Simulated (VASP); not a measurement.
**CaO: Ca into a neighbouring Ca vacancy**

How hard is this move in CaO: Ca into a neighbouring Ca vacancy? Both ends are relaxed first, then a band of images between them. The start is a computed cell from the Materials Project.

Method: PBEsol; plane waves and PAW (Ca_pv, O), in VASP 6.6.1.

Report form: the programs' logs are mostly left out.

**1. The host crystal**

Symmetry: Fm-3m, No. 225, cubic system. Conventional cell: a = 4.807 Å, b = 4.807 Å, c = 4.807 Å, α = 90.00°, β = 90.00°, γ = 90.00°. Nearest to Ca lie 6 O at 2.40 Å. O has 6 Ca at 2.40 Å nearest. Farther neighbours and most contacts between anions are not listed.

Coordinates:

```
Ca O
1.0
     0.00000    2.40356    2.40356
     2.40356    0.00000    2.40356
     2.40356    2.40356    0.00000
Ca O
1 1
Direct
  0.00000 0.00000 0.00000
  0.50000 0.50000 0.50000
```

**2. Relax the host**

The later steps need the crystal at this functional's own lattice; a raised cutoff keeps the stress reliable while the cell changes.

The input, INCAR:

```
SYSTEM = CaO
PREC = Accurate
ENCUT = 520
EDIFF = 1E-06
NELM = 120
ISMEAR = 0
SIGMA = 0.1
LREAL = .FALSE.
ALGO = Normal
GGA = PS
NBANDS = 13
LORBIT = 11
LWAVE = .FALSE.
LCHARG = .FALSE.
KPAR = 6
LASPH = .TRUE.
IBRION = 2
NSW = 40
ISIF = 3
EDIFFG = -0.02
POTIM = 0.4
```

The input, POSCAR:

```
CaO
1.0
    0.0000000000      2.4035556960      2.4035556960
    2.4035556960      0.0000000000      2.4035556960
    2.4035556960      2.4035556960      0.0000000000
Ca O
1 1
Direct
    0.0000000000      0.0000000000      0.0000000000
    0.5000000000      0.5000000000      0.5000000000
```

The input, KPOINTS:

```
Automatic mesh
0
Gamma
7 7 7
0 0 0
```

Potentials, in the order of the species: Ca_pv and O (PBE family, release 64).

Launch:

```
> mpirun -np 6 vasp_std
```

It took 4 s on 6 MPI ranks of AMD EPYC 9R45, shared host; peak memory 0.83 GiB; 20 s of CPU time.

The gap is read on the k-mesh alone, so it is an upper bound where the band edges lie off the mesh. The PAW data sets were made with PBE, which is usual practice but a small mismatch for other functionals. The run keeps the 48 symmetry operations of its start, so it cannot find a distortion of lower symmetry.

Step by step:

| step | energy less that of the first step (eV) | largest force (eV/Å) | pressure (GPa) | volume (Å³) |
| --- | --- | --- | --- | --- |
| 1 | 0.0000 | 0.0000 | -2.74 | 27.77 |
| 2 | -0.0062 | 0.0000 | 0.19 | 27.01 |

| conventional cell, symmetrised | before | after | change |
| --- | --- | --- | --- |
| a (Å) | 4.807 | 4.763 | -0.9 % |
| b (Å) | 4.807 | 4.763 | -0.9 % |
| c (Å) | 4.807 | 4.763 | -0.9 % |
| volume (Å³/atom) | 13.89 | 13.51 | -2.7 % |

Final coordinates:

```xyz
2
Lattice="0.0000 2.3815 2.3815 2.3815 0.0000 2.3815 2.3815 2.3815 0.0000" Properties=species:S:1:pos:R:3 pbc="T T T"
Ca    0.0000    0.0000    0.0000
O     2.3815    2.3815    2.3815
```

Numbers from this step:

* electronic cycles: 19
* electrons: 14
* free energy (TOTEN): -13.44 eV
* Fermi energy: 3.143 eV
* metallic: no
* gap on the k-mesh: 3.625 eV
* least direct gap on the k-mesh: 4.005 eV

The run ended after 2 ionic steps, 0.006 eV below its first step, once forces and stress met EDIFFG = -0.02.

**3. Relax the start**

System of this step: Ca26O27. The cell holds 53 atoms: 26 Ca and 27 O. Cell: a = 10.104 Å, b = 10.104 Å, c = 10.104 Å, α = 60.0°, β = 60.0°, γ = 60.0°. It derives from CaO. Nearest the centre at fractional (0.000, 0.000, 0.167): O45 at 1.67 Å, O33 at 1.69 Å, Ca1 at 1.70 Å, O52 at 2.88 Å, O29 at 2.89 Å, Ca3 at 2.91 Å, Ca19 at 2.92 Å, Ca7 at 2.92 Å. The cell carries charge −2.

A path needs two true minima; the start is relaxed with symmetry off.

This cell carries charge -2, set by NELECT and balanced by a uniform background.

The input, INCAR:

```
SYSTEM = Ca26O27
PREC = Normal
ENCUT = 400
EDIFF = 1E-05
NELM = 120
ISMEAR = 0
SIGMA = 0.05
LREAL = Auto
ALGO = Fast
GGA = PS
NELECT = 372
NBANDS = 228
LORBIT = 11
LWAVE = .FALSE.
LCHARG = .FALSE.
KPAR = 6
LASPH = .TRUE.
IBRION = 2
NSW = 60
ISIF = 2
EDIFFG = -0.05
POTIM = 0.4
MAXMIX = 40
ISYM = 0
```

The input, POSCAR:

```
Ca26O27
1.0
    0.0000000000      7.1445767646      7.1445767646
    7.1445767646      0.0000000000      7.1445767646
    7.1445767646      7.1445767646      0.0000000000
Ca O
26 27
Direct
    0.0011287877     -0.0002037866      0.3345045227
    0.0037159481     -0.0024664002      0.6654851048
    0.0020752016      0.3322786887     -0.0004484626
    0.0003933091      0.3344704521      0.3330195873
    0.0001279639      0.3318557602      0.6660826647
   -0.0011919262      0.6670399111      0.0013031214
    0.0007458222      0.6659436371      0.3318675461
    0.0036060793      0.6658787370      0.6666830940
    0.3342394432     -0.0013953539     -0.0061940739
    0.3345274633     -0.0005857750      0.3327372597
    0.3282840986      0.0039921952      0.6686029927
    0.3323073730      0.3362154242      0.0028362929
    0.3319804133      0.3351550417      0.3300727535
    0.3305065839      0.3342475085      0.6660576575
    0.3319742914      0.6677506189     -0.0012856260
    0.3325408603      0.6660418643      0.3342254238
    0.3341986990      0.6666994600      0.6682959679
    0.6681341329     -0.0028711603      0.0005806671
    0.6652159428      0.0040106158      0.3317837747
    0.6645075676      0.0012803921      0.6653301104
    0.6655980253      0.3316525099      0.0018322733
    0.6678426747      0.3308507409      0.3327160275
    0.6650923629      0.3302921437      0.6703671133
    0.6676082648      0.6648921939      0.0024865881
    0.6692091615      0.6648336513      0.3328966143
    0.6628555004      0.6663297405      0.6695114617
    0.1672818276      0.1682218900      0.1648034874
    0.1624401810      0.1675475012      0.4996612069
    0.1654849768      0.1660561066      0.8364179071
    0.1679473957      0.5000304874      0.1666332433
    0.1656664886      0.5007347226      0.5017181650
    0.1653562134      0.4950095782      0.8375991549
    0.1649119182      0.8310980653      0.1685137932
    0.1664963979      0.8359178663      0.4983471209
    0.1694850127      0.8339269280      0.8323881654
    0.4961187773      0.1663088178      0.1680964604
    0.4964263226      0.1683128263      0.5032621343
    0.5007228894      0.1683292014      0.8320746212
    0.4989715859      0.4990280724      0.1677335703
    0.4988277187      0.5030363230      0.4982781512
    0.4922810644      0.5008151558      0.8367841755
    0.5013018185      0.8292295998      0.1724972450
    0.5013981837      0.8295816957      0.5002505324
    0.5009656417      0.8338569389      0.8313931973
    0.8340424753      0.1654633506      0.1667354094
    0.8327377000      0.1646018215      0.4997003354
    0.8302214966      0.1667191357      0.8332991019
    0.8311441930      0.5020382509      0.1687069270
    0.8317084242      0.5009851641      0.5004467931
    0.8315109306      0.4985771532      0.8359463101
    0.8298623698      0.8338479874      0.1684848102
    0.8363247351      0.8348972755      0.4959153344
    0.8322105060      0.8284716931      0.8349042652
```

The input, KPOINTS:

```
Automatic mesh
0
Gamma
2 2 2
0 0 0
```

Launch:

```
> mpirun -np 6 vasp_std
```

It took 16 min on 6 MPI ranks; peak memory 4.8 GiB; 1.6 h of CPU time.

Step by step:

| step | energy less that of the first step (eV) | largest force (eV/Å) |
| --- | --- | --- |
| 1 | 0.0000 | 1.9356 |
| 2 | -1.2340 | 0.9911 |
| 3 | -1.4346 | 0.6995 |
| 4 | -1.5985 | 0.2830 |
| 5 | -1.6409 | 0.2055 |
| 6 | -1.6703 | 0.0804 |
| 7 | -1.6744 | 0.0558 |
| 8 | -1.6764 | 0.0393 |

The atoms that moved most (Å):

| atom | dx | dy | dz | length |
| --- | --- | --- | --- | --- |
| O45 | 0.184 | -0.005 | -0.001 | 0.184 |
| O29 | -0.014 | -0.016 | 0.181 | 0.182 |
| O33 | 0.003 | 0.174 | 0.027 | 0.176 |
| O35 | -0.170 | -0.018 | -0.027 | 0.173 |
| O51 | -0.014 | 0.009 | -0.159 | 0.160 |
| O47 | -0.002 | -0.156 | 0.009 | 0.156 |
| Ca1 | -0.062 | -0.070 | -0.008 | 0.094 |
| Ca2 | 0.077 | 0.031 | -0.016 | 0.084 |

A gap read on the k-mesh alone can miss the band edges.

This step gave:

| Property | Result |
| --- | --- |
| electronic cycles | 93 |
| electrons | 372 |
| free energy (TOTEN) | -347.7513 eV |
| Fermi energy | 2.768 eV |
| gap on the k-mesh | 3.599 eV |
| least direct gap on the k-mesh | 3.727 eV |

The run ended after 8 ionic steps, 1.676 eV below its first step, once the forces on the free atoms met EDIFFG = -0.05.

**4. Relax the end**

The end state is relaxed in the same way, so that both ends share their errors.

This cell carries charge -2, set by NELECT and balanced by a uniform background.

INCAR is that of step 3.

The input, POSCAR:

```
Ca26O27
1.0
    0.0000000000      7.1445767646      7.1445767646
    7.1445767646      0.0000000000      7.1445767646
    7.1445767646      7.1445767646      0.0000000000
Ca O
26 27
Direct
    0.0009300341     -0.0015925319      0.0015881456
    0.0021848988     -0.0002249458      0.6651298428
    0.0021246658      0.3317941955      0.0033969317
    0.0005513726      0.3325790137      0.3324293039
    0.0000492692      0.3337710515      0.6665333399
    0.0026953867      0.6623623973     -0.0003729848
    0.0043784761      0.6659758156      0.3307401306
   -0.0017692988      0.6658263769      0.6688871030
    0.3289515435      0.0011925326      0.0068459207
    0.3323702056     -0.0033890717      0.3345399443
    0.3341711277      0.0025949369      0.6645437813
    0.3282501245      0.3385332812     -0.0025065633
    0.3373856536      0.3297515961      0.3323872515
    0.3336341210      0.3381509181      0.6633842476
    0.3295374062      0.6715062249      0.0008152858
    0.3324712746      0.6639857949      0.3341294121
    0.3289490164      0.6702221484      0.6683379341
    0.6647234361      0.0012733171      0.0001304971
    0.6656304072     -0.0022404710      0.3339959926
    0.6665230181     -0.0007905593      0.6662311546
    0.6672313177      0.3348771666     -0.0013851397
    0.6659972988      0.3321417614      0.3336201744
    0.6663598703      0.3350923778      0.6634337354
    0.6677246808      0.6666142956     -0.0031459093
    0.6627168821      0.6649638679      0.3361630662
    0.6644645334      0.6649150844      0.6695954028
    0.1630308880      0.1671498776      0.1683398384
    0.1665664828      0.1673340612      0.4996005869
    0.1706071654      0.1610391300      0.8344658576
    0.1691912352      0.4964822190      0.1658744392
    0.1656530205      0.5008464134      0.5000629714
    0.1662276118      0.5023390683      0.8316822633
    0.1662149190      0.8340007199      0.1646838765
    0.1645158879      0.8330696380      0.5015095110
    0.1618924462      0.8352218290      0.8331798195
    0.4980788393      0.1686661925      0.1647777784
    0.5000543245      0.1640515457      0.5024615412
    0.4979026394      0.1618845055      0.8363633781
    0.4936615866      0.5042953671      0.1710493289
    0.4962483600      0.4987704390      0.5036401377
    0.4996899805      0.4990504732      0.8360378343
    0.4998023742      0.8309869869      0.1682247219
    0.4987206763      0.8327233006      0.5018372253
    0.5004074052      0.8304753357      0.8322943838
    0.8332280222      0.1689612874      0.1671753197
    0.8324169463      0.1653911844      0.5016523330
    0.8344628100      0.1646702736      0.8371998090
    0.8332684695      0.4987176034      0.1662896941
    0.8341014060      0.4984175543      0.4996187764
    0.8317730450      0.5024670236      0.8348941861
    0.8335908137      0.8370977470      0.1655672726
    0.8325748552      0.8330665106      0.4984957053
    0.8314834048      0.8350850200      0.8312605152
```

KPOINTS is that of step 3.

Launch:

```
> mpirun -np 6 vasp_std
```

It took 19 min on 6 MPI ranks; peak memory 4.9 GiB.

Step by step:

| step | energy less that of the first step (eV) | largest force (eV/Å) |
| --- | --- | --- |
| 1 | 0.0000 | 1.9208 |
| 2 | -1.3562 | 1.0093 |
| 3 | -1.5342 | 0.8470 |
| 4 | -1.7056 | 0.3521 |
| 5 | -1.7600 | 0.2158 |
| 6 | -1.7911 | 0.0904 |
| 7 | -1.7961 | 0.0531 |
| 8 | -1.7961 | 0.0555 |
| 9 | -1.7982 | 0.0409 |

The atoms that moved most (Å):

| atom | dx | dy | dz | length |
| --- | --- | --- | --- | --- |
| O27 | -0.011 | 0.014 | 0.193 | 0.194 |
| O45 | -0.015 | -0.181 | -0.021 | 0.183 |
| O52 | 0.007 | 0.010 | -0.177 | 0.177 |
| O46 | 0.176 | -0.006 | 0.008 | 0.177 |
| O34 | -0.003 | 0.175 | 0.011 | 0.175 |
| O33 | -0.162 | 0.015 | -0.009 | 0.163 |
| Ca8 | -0.008 | -0.062 | 0.066 | 0.091 |
| Ca19 | 0.007 | 0.054 | 0.071 | 0.089 |

This step gave:

* electronic cycles: 98
* free energy (TOTEN): -347.7511 eV
* Fermi energy: 2.855 eV
* gap on the k-mesh: 3.596 eV
* least direct gap on the k-mesh: 3.725 eV

The run ended after 9 ionic steps, 1.798 eV below its first step, once the forces on the free atoms met EDIFFG = -0.05.

[end of part 1 of 2]

[Lines on the potential files, build, host, timing and source positions are cut from VASP's logs without a mark.]

[Logs are printed without paths, hosts, clocks, repeated set-up lines and the standing remarks that a program may print on its own settings, such as how far it seeks lower states.]

[Hosts, paths, dates, database ids (printed as entryN), source tags and the programs' standing remarks are cut or masked in the printed files.]

[Runs that stopped without an error message from VASP are left out.]
